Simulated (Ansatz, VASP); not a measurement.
# Two plane-wave programs on MnSb4

```xyz
5
Lattice="3.0389 0.0000 0.0000 0.0000 3.0389 0.0000 0.0000 0.0000 14.7916" Properties=species:S:1:pos:R:3 pbc="T T T"
Sb    0.0000    0.0000   12.1244
Sb    0.0000    0.0000    8.8831
Sb    0.0000    0.0000    5.9085
Sb    0.0000    0.0000    2.6672
Mn    0.0000    0.0000    0.0000
```

Change from the starting cell: volume scaled by 0.96.

Alike in both runs: task single point; functional PBE; k mesh 9 × 9 × 2; occupations fermi-dirac, width 0.05 eV; collinear spin, ferromagnetic start.

```csv
,VASP,Ansatz
version,VASP 6.6.1,Ansatz 0.2.0
potentials or method,"VASP PAW PBE potentials, release 64 (Sb, Mn_pv)",Ansatz PAW
plane-wave cutoff (eV),520,420
valence electrons in the cell,33,75
```

Ansatz gave:

```
gap on the k mesh at the Fermi level (eV)                     : none
pressure (GPa)                                                : 1.7
largest component of the traceless stress (GPa)               : 0.91
rms of the force components (eV/Å)                            : 0.046
net moment per atom (μB)                                      : 0.77
size of the moment on the site where the two differ most (μB) : 3.72
```

**Question.** What did VASP give for the same quantities?

**Answer.** gap on the k mesh at the Fermi level (eV): none; pressure (GPa): 1.7; largest component of the traceless stress (GPa): 0.92; rms of the force components (eV/Å): 0.050; net moment per atom (μB): 0.77; size of the moment on the site where the two differ most (μB): 3.73.

Site moments also hang on the region over which each program counts them. Atom by atom the forces differ by 0.005 eV/Å (rms over components). A gap of «none» marks a metal or a gap that the smearing closes. With one functional, cell and mesh, what is left measures potentials, basis and numerics. The two sets of potentials don't hold the same shells in valence.

Caveats: a cell with one magnetic atom can't hold antiferromagnetic order, which such compounds often take. Spin-orbit coupling is left out, which matters for the levels of Sb.
